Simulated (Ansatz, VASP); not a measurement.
# SnSe in VASP and in Ansatz

```
CELL_PARAMETERS angstrom
11.42000 0.00000 0.00000
0.00000 4.19000 0.00000
0.00000 0.00000 4.46000
ATOMIC_POSITIONS crystal
Sn 0.87700 0.75000 0.90900
Sn 0.62300 0.25000 0.40900
Sn 0.37700 0.75000 0.59100
Sn 0.12300 0.25000 0.09100
Se 0.64300 0.75000 0.98400
Se 0.85700 0.25000 0.48400
Se 0.14300 0.75000 0.51600
Se 0.35700 0.25000 0.01600
```

Alike in both runs: task single point; functional PBE; k mesh 3 × 6 × 6; occupations gaussian, width 0.014 eV; no spin polarisation.

```csv
,VASP,Ansatz
version,VASP 6.6.1,Ansatz 0.2.0
potentials or method,"VASP PAW PBE potentials, release 64 (Sn_d, Se)",Ansatz PAW
plane-wave cutoff (eV),520,420
valence electrons in the cell,80,120
```

|  | VASP | Ansatz | Ansatz less VASP |
| --- | --- | --- | --- |
| gap on the k mesh at the Fermi level (eV) | 0.54 | 0.54 | +0.005 |
| least direct gap on the mesh (eV) | 0.70 | 0.71 | +0.009 |
| pressure (GPa) | 2.4 | 2.4 | -0.03 |
| largest component of the traceless stress (GPa) | 1.85 | 1.82 | -0.025 |
| rms of the force components (eV/Å) | 0.173 | 0.165 | -0.0074 |

Atom by atom the forces differ by 0.009 eV/Å (rms over components). The functional is the same, so the differences come from potentials, cutoffs and numerics. The two sets of potentials don't hold the same shells in valence.

Caveats: spin-orbit coupling is left out, which moves the levels of the heavy elements; an odd mesh through Γ misses points on the zone boundary, where band edges often lie (VASP); odd divisions of the mesh miss points on the zone boundary, where band edges often lie, so the gap on the mesh can be too wide (Ansatz).
